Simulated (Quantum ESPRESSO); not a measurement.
# TaN: phonons at points of the zone under several settings

```xyz
2
Lattice="0.0000 2.2113 2.2113 2.2113 0.0000 2.2113 2.2113 2.2113 0.0000" Properties=species:S:1:pos:R:3 pbc="T T T"
Ta    2.2113    2.2113    2.2113
N     0.0000    0.0000    0.0000
```

The cell comes from a database or a generator and needn't be the stable form of this composition.

All runs used Quantum ESPRESSO 7.5; potentials GBRV 1.5 PBE; k mesh 10 × 10 × 10; relaxed cell; no spin polarisation; cutoff 762 eV; occupations cold, width 0.2 eV.

```csv
level,point,frequencies (cm⁻¹)
PBE,"Γ (0.000, 0.000, 0.000)",0 0 0 379 379 379
PBE,"K (0.375, 0.375, 0.750)",?
PBE,"L (0.500, 0.500, 0.500)",102 102 120 498 567 567
PBE,"U (0.625, 0.250, 0.625)",228i 35 81 410 515 527
```

Question: What stands in the row left open?

Answer: Frequencies 228i 35 80 410 515 527 cm⁻¹.

Values marked i are imaginary: the cell is unstable against those modes at that level, or the meshes are too thin.

Caveats: some modes are imaginary (some runs); the q point doesn't lie on the k mesh, which can shift a metal's frequencies strongly unless the mesh is converged (some runs).

For the row left open. Caveat: some modes are imaginary; the q point doesn't lie on the k mesh, which can shift a metal's frequencies strongly unless the mesh is converged.
